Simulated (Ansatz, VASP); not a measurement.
## One calculation of Ir, two programs

```
Ir
1.0
     0.00000    1.90918    1.90918
     1.90918    0.00000    1.90918
     1.90918    1.90918    0.00000
Ir
1
Direct
  0.00000 0.00000 0.00000
```

Alike in both runs: task single point; functional PBE; k mesh 20 × 20 × 20; occupations gaussian, width 0.05 eV; no spin polarisation.

|  | VASP | Ansatz |
| --- | --- | --- |
| version | VASP 6.6.1 | Ansatz 0.2.0 |
| potentials or method | VASP PAW PBE potentials, release 64 (Ir) | scalar-relativistic, plane waves, PAW |
| plane-wave cutoff (eV) | 520 | 420 |
| valence electrons in the cell | 9 | 17 |

|  | VASP | Ansatz | Ansatz less VASP |
| --- | --- | --- | --- |
| gap on the k mesh at the Fermi level (eV) | none | none | - |
| pressure (GPa) | 16.3 | 15.6 | -0.69 |

A gap of «none» marks a metal or a gap that the smearing closes. The two sets of potentials don't hold the same shells in valence.

Caveats: so large a pressure means that the cell lies far from this level's equilibrium, or that cutoff or potentials fall short (VASP). Spin-orbit coupling is left out, which matters for the levels of Ir.
